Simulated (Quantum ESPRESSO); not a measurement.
# Te2Mo in Quantum ESPRESSO: notebook

Aim: see how the results for Te2Mo move with the level of theory and the settings. Levels: LDA, PBEsol. Tasks: band structure.

All numbers are computed with Quantum ESPRESSO 7.5; they aren't measurements. Logs are shortened: lines on timing, memory, paths and dates and some standing lists are left out, and cuts for length are marked.

## Step 1: Starting point

The cell holds a slab with vacuum, 3 atoms: a = 3.560 Å, b = 3.560 Å, c = 17.524 Å, α = 90.00°, β = 90.00°, γ = 120.00°.

## Step 2: Band structure, LDA

The input, pw.in:

```
&CONTROL
  calculation = 'scf'
  prefix = 'pwscf'
  outdir = './tmp'
  pseudo_dir = './pseudo'
  tprnfor = .true.
  tstress = .true.
  disk_io = 'low'
/
&SYSTEM
  ibrav = 0
  celldm(1) = 8
  nat = 3
  ntyp = 2
  ecutwfc = 45
  ecutrho = 360
  nbnd = 20
  occupations = 'smearing'
  smearing = 'fd'
  degauss = 0.00367493
/
&ELECTRONS
  conv_thr = 6d-10
  electron_maxstep = 120
  mixing_beta = 0.5
/
ATOMIC_SPECIES
Te   127.6000 te_lda_v1.uspp.F.UPF
Mo    95.9500 mo_lda_v1.uspp.F.UPF
CELL_PARAMETERS alat
  0.8409831197957   0.0000000000000   0.0000000000000
 -0.4204915598979   0.7283127458944   0.0000000000000
  0.0000000000000   0.0000000000000   4.1394587339883
ATOMIC_POSITIONS crystal
Te     0.3333333333    0.6666666667    0.1021445500
Te     0.3333333333    0.6666666667    0.8978554500
Mo     0.0000000000    0.0000000000    0.0000000000
K_POINTS automatic
9 9 2 0 0 0
```

The input, bands.in:

```
&CONTROL
  calculation = 'bands'
  prefix = 'pwscf'
  outdir = './tmp'
  pseudo_dir = './pseudo'
  disk_io = 'low'
  verbosity = 'high'
/
&SYSTEM
  ibrav = 0
  celldm(1) = 8
  nat = 3
  ntyp = 2
  ecutwfc = 45
  ecutrho = 360
  nbnd = 20
  occupations = 'smearing'
  smearing = 'fd'
  degauss = 0.00367493
/
&ELECTRONS
  conv_thr = 1d-08
  electron_maxstep = 120
  mixing_beta = 0.5
  diago_full_acc = .true.
  startingwfc = 'random'
/
ATOMIC_SPECIES
Te   127.6000 te_lda_v1.uspp.F.UPF
Mo    95.9500 mo_lda_v1.uspp.F.UPF
CELL_PARAMETERS alat
  0.8409831197957   0.0000000000000   0.0000000000000
 -0.4204915598979   0.7283127458944   0.0000000000000
  0.0000000000000   0.0000000000000   4.1394587339883
ATOMIC_POSITIONS crystal
Te     0.3333333333    0.6666666667    0.1021445500
Te     0.3333333333    0.6666666667    0.8978554500
Mo     0.0000000000    0.0000000000    0.0000000000
K_POINTS crystal
60
 0.0000000000  0.0000000000  0.0000000000 1
 0.0555555556  0.0000000000  0.0000000000 1
 0.1111111111  0.0000000000  0.0000000000 1
 0.1666666667  0.0000000000  0.0000000000 1
 0.2222222222  0.0000000000  0.0000000000 1
 0.2777777778  0.0000000000  0.0000000000 1
 0.3333333333  0.0000000000  0.0000000000 1
 0.3888888889  0.0000000000  0.0000000000 1
 0.4444444444  0.0000000000  0.0000000000 1
 0.5000000000  0.0000000000  0.0000000000 1
 0.4666666667  0.0666666667  0.0000000000 1
 0.4333333333  0.1333333333  0.0000000000 1
 0.4000000000  0.2000000000  0.0000000000 1
 0.3666666667  0.2666666667  0.0000000000 1
 0.3333333333  0.3333333333  0.0000000000 1
 0.3030303030  0.3030303030  0.0000000000 1
 0.2727272727  0.2727272727  0.0000000000 1
 0.2424242424  0.2424242424  0.0000000000 1
 0.2121212121  0.2121212121  0.0000000000 1
 0.1818181818  0.1818181818  0.0000000000 1
 0.1515151515  0.1515151515  0.0000000000 1
 0.1212121212  0.1212121212  0.0000000000 1
 0.0909090909  0.0909090909  0.0000000000 1
 0.0606060606  0.0606060606  0.0000000000 1
 0.0303030303  0.0303030303  0.0000000000 1
 0.0000000000  0.0000000000  0.0000000000 1
 0.0000000000  0.0000000000  0.5000000000 1
 0.0500000000  0.0000000000  0.5000000000 1
 0.1000000000  0.0000000000  0.5000000000 1
 0.1500000000  0.0000000000  0.5000000000 1
 0.2000000000  0.0000000000  0.5000000000 1
 0.2500000000  0.0000000000  0.5000000000 1
 0.3000000000  0.0000000000  0.5000000000 1
 0.3500000000  0.0000000000  0.5000000000 1
 0.4000000000  0.0000000000  0.5000000000 1
 0.4500000000  0.0000000000  0.5000000000 1
 0.5000000000  0.0000000000  0.5000000000 1
 0.4722222222  0.0555555556  0.5000000000 1
 0.4444444444  0.1111111111  0.5000000000 1
 0.4166666667  0.1666666667  0.5000000000 1
 0.3888888889  0.2222222222  0.5000000000 1
 0.3611111111  0.2777777778  0.5000000000 1
 0.3333333333  0.3333333333  0.5000000000 1
 0.3076923077  0.3076923077  0.5000000000 1
 0.2820512821  0.2820512821  0.5000000000 1
 0.2564102564  0.2564102564  0.5000000000 1
 0.2307692308  0.2307692308  0.5000000000 1
 0.2051282051  0.2051282051  0.5000000000 1
 0.1794871795  0.1794871795  0.5000000000 1
 0.1538461538  0.1538461538  0.5000000000 1
 0.1282051282  0.1282051282  0.5000000000 1
 0.1025641026  0.1025641026  0.5000000000 1
 0.0769230769  0.0769230769  0.5000000000 1
 0.0512820513  0.0512820513  0.5000000000 1
 0.0256410256  0.0256410256  0.5000000000 1
 0.0000000000  0.0000000000  0.5000000000 1
 0.5000000000  0.0000000000  0.5000000000 1
 0.5000000000  0.0000000000  0.0000000000 1
 0.3333333333  0.3333333333  0.0000000000 1
 0.3333333333  0.3333333333  0.5000000000 1
```

Potentials or basis: GBRV 1.5 LDA.

Started as:

```console
> OMP_NUM_THREADS=1 mpirun -n 2 pw.x -nk 2 -in pw.in > pw.out
> OMP_NUM_THREADS=1 mpirun -n 2 pw.x -nk 2 -in bands.in > bands.out
```

pw.out:

```text
This program is part of the open-source Quantum ESPRESSO suite
     for quantum simulation of materials; please cite
[... 6 lines left out ...]
     using ibrav=0 with symmetry is DISCOURAGED, use correct ibrav instead

     K-points division:     npool     =       2
     Subspace diagonalization in iterative solution of the eigenvalue problem:
     a serial algorithm will be used

     G-vector sticks info
     --------------------
     sticks:   dense  smooth     PW     G-vecs:    dense   smooth      PW
     Sum        1135     559    163               149835    52935    8651

     Using Slab Decomposition

     bravais-lattice index     =            0
     lattice parameter (alat)  =       8.0000  a.u.
     unit-cell volume          =    1298.1316 (a.u.)^3
     number of atoms/cell      =            3
     number of atomic types    =            2
     number of electrons       =        26.00
     number of Kohn-Sham states=           20
     kinetic-energy cutoff     =      45.0000  Ry
     charge density cutoff     =     360.0000  Ry
     scf convergence threshold =      6.0E-10
     mixing beta               =       0.5000
     number of iterations used =            8  plain     mixing
     Exchange-correlation= SLA  PZ   NOGX NOGC
                           (   1   1   0   0   0   0   0)

     celldm(1)=   8.000000  celldm(2)=   0.000000  celldm(3)=   0.000000
     celldm(4)=   0.000000  celldm(5)=   0.000000  celldm(6)=   0.000000

     crystal axes: (cart. coord. in units of alat)
               a(1) = (   0.840983   0.000000   0.000000 )
               a(2) = (  -0.420492   0.728313   0.000000 )
               a(3) = (   0.000000   0.000000   4.139459 )

     reciprocal axes: (cart. coord. in units 2 pi/alat)
               b(1) = (  1.189085  0.686518 -0.000000 )
               b(2) = (  0.000000  1.373037  0.000000 )
               b(3) = (  0.000000 -0.000000  0.241577 )

     PseudoPot. # 1 for Te read from file:
     te_lda_v1.uspp.F.UPF
     Pseudo is Ultrasoft + core correction, Zval =  6.0
     Generated by new atomic code, or converted to UPF format
     Using radial grid of  891 points,  5 beta functions with:
                l(1) =   0
                l(2) =   0
                l(3) =   1
                l(4) =   1
                l(5) =   2
     Q(r) pseudized with  6 coefficients,  rinner =    1.800   1.800   1.800
                                                       1.800   1.800

     PseudoPot. # 2 for Mo read from file:
     mo_lda_v1.uspp.F.UPF
     Pseudo is Ultrasoft + core correction, Zval = 14.0
     Generated by new atomic code, or converted to UPF format
     Using radial grid of  889 points,  6 beta functions with:
                l(1) =   0
                l(2) =   0
                l(3) =   1
                l(4) =   1
                l(5) =   2
                l(6) =   2
     Q(r) pseudized with  6 coefficients,  rinner =    1.000   1.000   1.000
                                                       1.000   1.000

     atomic species   valence    mass     pseudopotential
     Te                6.00   127.60000     Te( 1.00)
     Mo               14.00    95.95000     Mo( 1.00)

     12 Sym. Ops. (no inversion) found

   Cartesian axes

     site n.     atom                  positions (alat units)
         1        Te     tau(   1) = (  -0.0000000   0.4855418   0.4228231  )
         2        Te     tau(   2) = (  -0.0000000   0.4855418   3.7166356  )
         3        Mo     tau(   3) = (   0.0000000   0.0000000   0.0000000  )

     number of k points=    24  Fermi-Dirac smearing, width (Ry)=  0.0037
                       cart. coord. in units 2pi/alat
        k(    1) = (   0.0000000   0.0000000   0.0000000), wk =   0.0123457
        k(    2) = (   0.0000000   0.0000000  -0.1207887), wk =   0.0123457
        k(    3) = (   0.0000000   0.1525596   0.0000000), wk =   0.0740741
        k(    4) = (   0.0000000   0.1525596  -0.1207887), wk =   0.0740741
        k(    5) = (   0.0000000   0.3051192   0.0000000), wk =   0.0740741
        k(    6) = (   0.0000000   0.3051192  -0.1207887), wk =   0.0740741
[... 16 lines left out ...]
        k(   23) = (   0.3963615   0.6865183   0.0000000), wk =   0.0246914
        k(   24) = (   0.3963615   0.6865183  -0.1207887), wk =   0.0246914

     Dense  grid:   149835 G-vectors     FFT dimensions: (  45,  45, 216)

     Smooth grid:    52935 G-vectors     FFT dimensions: (  30,  30, 144)

     Initial potential from superposition of free atoms

     starting charge      25.9988, renormalised to      26.0000

     negative rho (up, down):  8.445E-04 0.000E+00
     Starting wfcs are   21 randomized atomic wfcs

     Self-consistent Calculation

     iteration #  1     ecut=    45.00 Ry     beta= 0.50
     Davidson diagonalization with overlap
     ethr =  1.00E-02,  avg # of iterations =  5.2

     negative rho (up, down):  7.464E-04 0.000E+00

     total energy              =    -192.31984883 Ry
     estimated scf accuracy    <       0.53256230 Ry

     iteration #  2     ecut=    45.00 Ry     beta= 0.50
     Davidson diagonalization with overlap
     ethr =  2.05E-03,  avg # of iterations =  6.2

     negative rho (up, down):  2.384E-05 0.000E+00

     total energy              =    -192.19162759 Ry
     estimated scf accuracy    <       4.15274549 Ry

     iteration #  3     ecut=    45.00 Ry     beta= 0.50
     Davidson diagonalization with overlap
     ethr =  2.05E-03,  avg # of iterations =  3.3

     negative rho (up, down):  6.205E-05 0.000E+00

     total energy              =    -192.61832922 Ry
     estimated scf accuracy    <       0.01909258 Ry

     iteration #  4     ecut=    45.00 Ry     beta= 0.50
     Davidson diagonalization with overlap
     ethr =  7.34E-05,  avg # of iterations =  5.9
[... 55 lines left out ...]
     negative rho (up, down):  6.930E-04 0.000E+00

     total energy              =    -192.62070280 Ry
     estimated scf accuracy    <          2.3E-09 Ry

     iteration # 11     ecut=    45.00 Ry     beta= 0.50
     Davidson diagonalization with overlap
     ethr =  8.72E-12,  avg # of iterations =  5.2

     negative rho (up, down):  6.930E-04 0.000E+00

     total energy              =    -192.62070281 Ry
     estimated scf accuracy    <          6.3E-10 Ry

     iteration # 12     ecut=    45.00 Ry     beta= 0.50
     Davidson diagonalization with overlap
     ethr =  2.41E-12,  avg # of iterations =  2.0

     negative rho (up, down):  6.930E-04 0.000E+00

     End of self-consistent calculation

          k = 0.0000 0.0000 0.0000 (  6557 PWs)   bands (ev):

   -59.9778 -34.1746 -34.0671 -34.0671 -12.0361 -11.0680  -4.3559  -1.1189
    -1.1189  -1.0598  -0.3222  -0.3222   0.2140   3.6100   3.6100   3.8861
     3.8861   4.8296   5.3891   5.9763

          k = 0.0000 0.0000-0.1208 (  6574 PWs)   bands (ev):

   -59.9778 -34.1747 -34.0671 -34.0671 -12.0361 -11.0680  -4.3559  -1.1189
    -1.1189  -1.0598  -0.3222  -0.3222   0.2140   3.6100   3.6100   3.8861
     3.8861   4.9748   5.0776   6.4606

          k = 0.0000 0.1526 0.0000 (  6607 PWs)   bands (ev):

   -59.9768 -34.1718 -34.0809 -34.0704 -11.8727 -10.9562  -4.1756  -1.4924
    -1.4023  -0.9832  -0.5413  -0.1790   0.1842   3.0271   3.0582   3.5486
     3.7633   5.0956   5.5921   6.2746

          k = 0.0000 0.1526-0.1208 (  6622 PWs)   bands (ev):

   -59.9768 -34.1718 -34.0809 -34.0704 -11.8727 -10.9562  -4.1756  -1.4924
    -1.4023  -0.9832  -0.5413  -0.1790   0.1842   3.0270   3.0584   3.5486
     3.7633   5.2678   5.2792   6.6539

          k = 0.0000 0.3051 0.0000 (  6616 PWs)   bands (ev):

   -59.9743 -34.1644 -34.1155 -34.0785 -11.4136 -10.6441  -3.7295  -2.3947
    -2.1030  -1.0076  -0.6169  -0.3953  -0.0482   2.1927   2.7148   2.8852
     4.0309   5.5985   6.1504   6.7507
[... 93 lines left out ...]
   -59.9689 -34.1664 -34.1482 -34.1213 -10.0203  -9.7193  -4.1485  -3.7682
    -2.6238  -2.2219  -2.0624  -0.9350   0.3981   1.8926   2.6478   2.7040
     4.3714   5.3406   6.9040   7.6162

          k = 0.2642 0.6102-0.1208 (  6632 PWs)   bands (ev):

   -59.9689 -34.1664 -34.1482 -34.1213 -10.0203  -9.7193  -4.1485  -3.7682
    -2.6238  -2.2219  -2.0624  -0.9350   0.3981   1.8926   2.6478   2.7040
     4.3714   5.3406   6.9042   7.6062

          k = 0.3964 0.6865 0.0000 (  6645 PWs)   bands (ev):

   -59.9684 -34.1559 -34.1467 -34.1402  -9.8650  -9.6120  -3.8918  -3.7489
    -3.1853  -2.3288  -2.3041  -1.0795   0.5966   1.6339   2.4821   3.0974
     4.6219   5.6381   5.7042   7.9172

          k = 0.3964 0.6865-0.1208 (  6636 PWs)   bands (ev):

   -59.9684 -34.1559 -34.1467 -34.1402  -9.8650  -9.6120  -3.8918  -3.7489
    -3.1853  -2.3288  -2.3041  -1.0795   0.5966   1.6339   2.4821   3.0974
     4.6219   5.6381   5.7042   7.9155

     the Fermi energy is     1.1172 ev

!    total energy              =    -192.62070281 Ry
     estimated scf accuracy    <          1.6E-10 Ry
     smearing contrib. (-TS)   =      -0.00000015 Ry
     internal energy E=F+TS    =    -192.62070266 Ry

     The total energy is F=E-TS. E is the sum of the following terms:
     one-electron contribution =    -694.23484533 Ry
     hartree contribution      =     348.80964878 Ry
     xc contribution           =     -48.09526597 Ry
     ewald contribution        =     200.89975986 Ry

     convergence has been achieved in  12 iterations

     negative rho (up, down):  6.930E-04 0.000E+00

     Forces acting on atoms (cartesian axes, Ry/au):

     atom    1 type  1   force =    -0.00000000    0.00000000   -0.01091959
     atom    2 type  1   force =     0.00000000    0.00000000    0.01091959
     atom    3 type  2   force =    -0.00000000   -0.00000000    0.00000000

     Total force =     0.015443     Total SCF correction =     0.000008

     Computing stress (Cartesian axis) and pressure

     negative rho (up, down):  6.930E-04 0.000E+00
          total   stress  (Ry/bohr**3)                   (kbar)     P=      -14.40
  -0.00011682  -0.00000000   0.00000000          -17.18       -0.00        0.00
  -0.00000000  -0.00011682   0.00000000           -0.00      -17.18        0.00
   0.00000000   0.00000000  -0.00005997            0.00        0.00       -8.82

=------------------------------------------------------------------------------=
   JOB DONE.
=------------------------------------------------------------------------------=
```

Wall time 71 s (2 MPI ranks of Intel Xeon 6975P-C (Granite Rapids), shared host); peak memory 0.74 GiB.

Results:

```
Free energy             : -2620.7382 eV
Largest force           : 0.281 eV/Å
Band gap on the k mesh  : 1.04 eV, direct
Band gap along the path : 1.04 eV, direct
```

Forces in eV/Å, atoms in the order of the input:
```
Te   0.000  0.000 -0.281
Te   0.000  0.000  0.281
Mo   0.000  0.000  0.000
```

Stress tensor (GPa, compression positive):
```
-1.72  0.00  0.00
 0.00 -1.72  0.00
 0.00  0.00 -0.88
```

Levels at the corners of the path, in eV from the valence-band top:
```csv
point,band 11,band 12,band 13,band 14,band 15,band 16
Γ,-0.92,-0.92,-0.38,3.01,3.01,3.29
M,-1.57,-0.71,-0.37,1.39,1.70,3.24
K,-2.90,-1.68,0.00,1.04,1.89,2.50
Γ,-0.92,-0.92,-0.38,3.01,3.01,3.29
A,-0.92,-0.92,-0.38,3.01,3.01,3.29
L,-1.57,-0.71,-0.37,1.39,1.70,3.24
H,-2.90,-1.68,0.00,1.04,1.89,2.50
A,-0.92,-0.92,-0.38,3.01,3.01,3.29
L,-1.57,-0.71,-0.37,1.39,1.70,3.24
M,-1.57,-0.71,-0.37,1.39,1.70,3.24
K,-2.90,-1.68,0.00,1.04,1.89,2.50
H,-2.90,-1.68,0.00,1.04,1.89,2.50
```

Caveat: spin-orbit coupling is left out, which moves the levels of the heavy elements. As with any semilocal functional, this LDA gap is likely too small.

## Step 3: Band structure, PBEsol

pw.in, as its differences from that of step 2:

```diff
@@ -27,4 +27,4 @@
 ATOMIC_SPECIES
-Te   127.6000 te_lda_v1.uspp.F.UPF
-Mo    95.9500 mo_lda_v1.uspp.F.UPF
+Te   127.6000 te_pbesol_v1.uspp.F.UPF
+Mo    95.9500 mo_pbesol_v1.uspp.F.UPF
 CELL_PARAMETERS alat
```

bands.in, as its differences from that of step 2:

```diff
@@ -28,4 +28,4 @@
 ATOMIC_SPECIES
-Te   127.6000 te_lda_v1.uspp.F.UPF
-Mo    95.9500 mo_lda_v1.uspp.F.UPF
+Te   127.6000 te_pbesol_v1.uspp.F.UPF
+Mo    95.9500 mo_pbesol_v1.uspp.F.UPF
 CELL_PARAMETERS alat
```

Potentials or basis: GBRV 1.5 PBEsol.

Started as:

```console
> OMP_NUM_THREADS=1 mpirun -n 2 pw.x -nk 2 -in pw.in > pw.out
> OMP_NUM_THREADS=1 mpirun -n 2 pw.x -nk 2 -in bands.in > bands.out
```

It took 74 s on 2 MPI ranks of Intel Xeon 6975P-C (Granite Rapids), shared host; peak memory 0.72 GiB.

It converged, with:

```
Free energy             : -2615.7927 eV
Largest force           : 0.058 eV/Å
Band gap on the k mesh  : 1.04 eV, direct
Band gap along the path : 1.04 eV, direct
```

Forces on the atoms (eV/Å):
```
Te   0.000  0.000 -0.058
Te   0.000  0.000  0.058
Mo   0.000  0.000  0.000
```

Stress tensor (GPa, compression positive):
```
-1.05  0.00  0.00
 0.00 -1.05  0.00
 0.00  0.00 -0.21
```

Levels at the corners of the path, in eV from the valence-band top:
| point | band 10 | band 11 | band 12 | band 13 | band 14 | band 15 | band 16 | band 17 |
| --- | --- | --- | --- | --- | --- | --- | --- | --- |
| Γ | -1.66 | -0.93 | -0.93 | -0.39 | 3.03 | 3.03 | 3.31 | 3.31 |
| M | -2.33 | -1.58 | -0.74 | -0.37 | 1.39 | 1.71 | 3.25 | 3.67 |
| K | -2.96 | -2.93 | -1.69 | 0.00 | 1.04 | 1.88 | 2.51 | 4.05 |
| Γ | -1.66 | -0.93 | -0.93 | -0.39 | 3.03 | 3.03 | 3.31 | 3.31 |
| A | -1.66 | -0.93 | -0.93 | -0.39 | 3.03 | 3.03 | 3.31 | 3.31 |
| L | -2.33 | -1.58 | -0.74 | -0.37 | 1.39 | 1.71 | 3.25 | 3.67 |
| H | -2.96 | -2.93 | -1.69 | 0.00 | 1.04 | 1.88 | 2.51 | 4.05 |
| A | -1.66 | -0.93 | -0.93 | -0.39 | 3.03 | 3.03 | 3.31 | 3.31 |
| L | -2.33 | -1.58 | -0.74 | -0.37 | 1.39 | 1.71 | 3.25 | 3.67 |
| M | -2.33 | -1.58 | -0.74 | -0.37 | 1.39 | 1.71 | 3.25 | 3.67 |
| K | -2.96 | -2.93 | -1.69 | 0.00 | 1.04 | 1.88 | 2.51 | 4.05 |
| H | -2.96 | -2.93 | -1.69 | 0.00 | 1.04 | 1.88 | 2.51 | 4.05 |

Caveat: spin-orbit coupling is left out, which moves the levels of the heavy elements.
